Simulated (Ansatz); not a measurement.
# A series in volume scale on Rh

All results are calculated (Ansatz 0.2.0). Periodic Kohn-Sham DFT of a crystal at fixed atoms, scaled to volume_scale times the given cell; pressure positive in compression, energy less spherical unpolarised free atoms, largest_vzz the field gradient of largest size among the nuclei.

The cell before it is scaled or strained (space group Fd-3m, No. 227):
```
Rh
1.0
      0.0000     2.7568     2.7568
      2.7568     0.0000     2.7568
      2.7568     2.7568     0.0000
Rh
2
Direct
  0.00000 0.00000 0.00000
  0.25000 0.25000 0.25000
```

Settings of every row: method frozen-core PAW; functional PBE; relativity scalar; k mesh 11x11x11; filling fermi-dirac; smearing width 0.08 eV; wave cutoff 420 eV; paw set soft_2.

Atom start moment: 0 on all atoms.

Limits: the cell comes from a prototype or a list of computed structures and needn't be the stable phase.

```csv
row,volume scale,V (Å³/atom),pressure (GPa)
1,0.95,19.904,7.543
2,0.975,20.428,3.492
3,1,20.952,0.017
4,1.025,21.475,?
5,1.05,21.999,-5.498
```

Question: what pressure should row 4 give?

Worked fit of pressure. Take u = (V_r/V)^(2/3) − 1 with V_r = 20.69 Å³ an atom, which is twice the finite (Eulerian) strain; such expansions in the strain, on which the Birch-Murnaghan equation of state is built, carry the rest volume and the bulk modulus. The shown rows have u = 0.02616, 0.00853, -0.00835, -0.04007. Least squares give pressure = 1.6887 + 206.196 × u + 670.3 × u² GPa; a straight line predicts inner rows, each left out in turn, worse (root mean square 0.46 against 0.0086 GPa). The rows lie off it by 0.001, -0.004, 0.003, -0.001. The pressure vanishes at u = -0.0084, or V = 20.95 Å³ an atom, and there the bulk modulus at fixed shape and fractions is B = −V dP/dV = (2/3)(1 + u) dP/du = 129 GPa. The withheld row has u = -0.02452, so the fit gives 1.6887 + 206.196 × (-0.02452) + 670.3 × (-0.02452)² = -2.964 GPa.

The calculation gave -2.957 GPa. The fit lies 0.007 GPa (0.054 % of the column's range) below it; its largest miss of a shown row is 0.004 GPa.
